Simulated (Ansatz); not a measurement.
**Mg: equilibrium volume by level of theory**

Symmetry: P6_3/mmc, No. 194, hexagonal system. The conventional cell has a = 3.177 Å, b = 3.177 Å, c = 10.319 Å, α = 90.00°, β = 90.00°, γ = 120.00°. Mg (site symmetry -6m2) has 12 Mg at 3.17 to 3.18 Å as nearest neighbours. Mg (site symmetry -3m) has 12 Mg at 3.17 to 3.18 Å as nearest neighbours.

```csv
rung,level,program and potentials,cutoff (eV),k mesh,smearing,core time,chip,equilibrium volume (Å³/atom),notes
GGA,revPBE,"Ansatz, Ansatz PAW",420,10 × 10 × 3,fermi-dirac 0.05,3.8 s,Intel Xeon 6975P-C Granite Rapids,23.74,"potentials made for PBE, which Ansatz adapts in part"
GGA,RPBE,"Ansatz, Ansatz PAW",420,10 × 10 × 3,fermi-dirac 0.05,3.9 s,Intel Xeon 6975P-C Granite Rapids,23.88,"potentials made for PBE, which Ansatz adapts in part"
GGA,BLYP,"Ansatz, Ansatz PAW",420,10 × 10 × 3,fermi-dirac 0.05,4.5 s,Intel Xeon 6975P-C Granite Rapids,23.66,"potentials made for PBE, which Ansatz adapts in part"
GGA,PBEsol,"Ansatz, Ansatz PAW",420,10 × 10 × 3,fermi-dirac 0.05,4.6 s,Intel Xeon 6975P-C Granite Rapids,22.66,"potentials made for PBE, which Ansatz adapts in part"
GGA,PBE,"Ansatz, Ansatz PAW",420,10 × 10 × 3,fermi-dirac 0.05,4.7 s,Intel Xeon 6975P-C Granite Rapids,23.11,-
GGA + dispersion,revPBE+D3(BJ),"Ansatz, Ansatz PAW",420,10 × 10 × 3,fermi-dirac 0.05,7.6 s,Intel Xeon Platinum 8259CL Skylake/Cascade Lake,21.34,"potentials made for PBE, which Ansatz adapts in part"
GGA + dispersion,PBEsol+D3(BJ),"Ansatz, Ansatz PAW",420,10 × 10 × 3,fermi-dirac 0.05,8.4 s,Intel Xeon Platinum 8488C Sapphire Rapids,21.47,"potentials made for PBE, which Ansatz adapts in part"
GGA + dispersion,PBE+D4,"Ansatz, Ansatz PAW",420,10 × 10 × 3,fermi-dirac 0.05,8.6 s,Intel Xeon Platinum 8488C Sapphire Rapids,22.78,-
GGA + dispersion,PBE+D3(BJ),"Ansatz, Ansatz PAW",420,10 × 10 × 3,fermi-dirac 0.05,9 s,Intel Xeon Platinum 8488C Sapphire Rapids,21.86,-
GGA + dispersion,BLYP+D3(BJ),"Ansatz, Ansatz PAW",420,10 × 10 × 3,fermi-dirac 0.05,9.6 s,Intel Xeon Platinum 8259CL Skylake/Cascade Lake,20.65,"potentials made for PBE, which Ansatz adapts in part"
GGA + dispersion,BLYP+D4,"Ansatz, Ansatz PAW",420,10 × 10 × 3,fermi-dirac 0.05,9.6 s,Intel Xeon Platinum 8259CL Skylake/Cascade Lake,22.97,"potentials made for PBE, which Ansatz adapts in part"
GGA + dispersion,PBEsol+D3(BJ)+ATM,"Ansatz, Ansatz PAW",420,10 × 10 × 3,fermi-dirac 0.05,11 s,Arm Neoverse V1,21.61,"potentials made for PBE, which Ansatz adapts in part"
GGA + dispersion,PBEsol+D4,"Ansatz, Ansatz PAW",420,10 × 10 × 3,fermi-dirac 0.05,11 s,Intel Xeon Platinum 8488C Sapphire Rapids,22.47,"potentials made for PBE, which Ansatz adapts in part"
GGA + dispersion,RPBE+D4,"Ansatz, Ansatz PAW",420,10 × 10 × 3,fermi-dirac 0.05,21 s,Intel Xeon Platinum 8488C Sapphire Rapids,23.26,"potentials made for PBE, which Ansatz adapts in part"
meta-GGA + dispersion,r2SCAN+D3(BJ),"Ansatz, Ansatz PAW",500,10 × 10 × 3,fermi-dirac 0.05,42 s,Arm Neoverse V1,22.12,"potentials made for PBE, which Ansatz adapts in part"
meta-GGA + dispersion,r2SCAN+D4,"Ansatz, Ansatz PAW",500,10 × 10 × 3,fermi-dirac 0.05,43 s,Arm Neoverse V1,22.61,"potentials made for PBE, which Ansatz adapts in part"
meta-GGA + dispersion,r2SCAN+D3(BJ)+ATM,"Ansatz, Ansatz PAW",500,10 × 10 × 3,fermi-dirac 0.05,47 s,Arm Neoverse V1,22.27,"potentials made for PBE, which Ansatz adapts in part"
meta-GGA + dispersion,r2SCAN+rVV10,"Ansatz, Ansatz PAW",500,10 × 10 × 3,fermi-dirac 0.05,71 s,Arm Neoverse V1,22.61,"potentials made for PBE, which Ansatz adapts in part"
```

Times are single runs on shared hosts and different chips, so they are rough; meshes, cutoffs and the tasks' sizes weigh on the time. Task: relaxation of cell and atoms. All rows: no spin polarisation. Smearing widths are in eV. For a metal such meshes aren't converged. Meshes are those of the run's cell of 4 atoms unless a note names another. Relaxations start from the cell shown or near it and stop with a little pressure left. Runs on faulty files, with rough fits or with known faults for this quantity aren't shown. No row holds spin-orbit coupling.

By rung: GGA 22.66 to 23.88; GGA + dispersion 20.65 to 23.26; meta-GGA + dispersion 22.12 to 22.61 (Å³/atom).
